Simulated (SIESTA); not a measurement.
Crystal: W.

```
W
1.0
    -1.58234    1.58234    1.58234
     1.58234   -1.58234    1.58234
     1.58234    1.58234   -1.58234
W
1
Direct
  0.00000 0.00000 0.00000
```

Base run:

- Program: SIESTA 5.4.2
- Functional: PBE
- Potentials or basis: PseudoDojo 0.4 standard (PBE files)
- Basis: DZP (energy shift 0.003 Ry; two zetas on semicore shells)
- Grid cutoff: 800 Ry
- Energy shift: 0.003 Ry
- k mesh: 12 × 12 × 12
- Occupations: fermi-dirac, width 0.05 eV
- Spin: no spin polarisation

Its results: band gap on the k mesh none (metal or under the smearing width); pressure 9.9 GPa.

Question: After a change of settings the same cell gave: band gap on the k mesh none (metal or under the smearing width); pressure 5.0 GPa. Which change was it?
A. basis from DZP (energy shift 0.003 Ry; two zetas on semicore shells) to TZDP (energy shift 0.01 Ry); energy shift from 0.003 Ry to 0.01 Ry
B. functional from PBE to LDA; potentials or basis from PseudoDojo 0.4 standard (PBE files) to PseudoDojo 0.4 standard (LDA files)
C. basis from DZP (energy shift 0.003 Ry; two zetas on semicore shells) to DZP (energy shift 0.002 Ry); energy shift from 0.003 Ry to 0.002 Ry
D. basis from DZP (energy shift 0.003 Ry; two zetas on semicore shells) to TZDP (energy shift 0.002 Ry); energy shift from 0.003 Ry to 0.002 Ry

Answer: A.

Caveats: the basis of atomic orbitals isn't converged, which shifts pressures, moduli and gaps; short orbitals over semicore shells can move pressures by several GPa (some runs); semicore shells carry a single zeta, which can move pressures by several GPa and volumes by a few percent (some runs).

Not every run made on this cell is shown here.
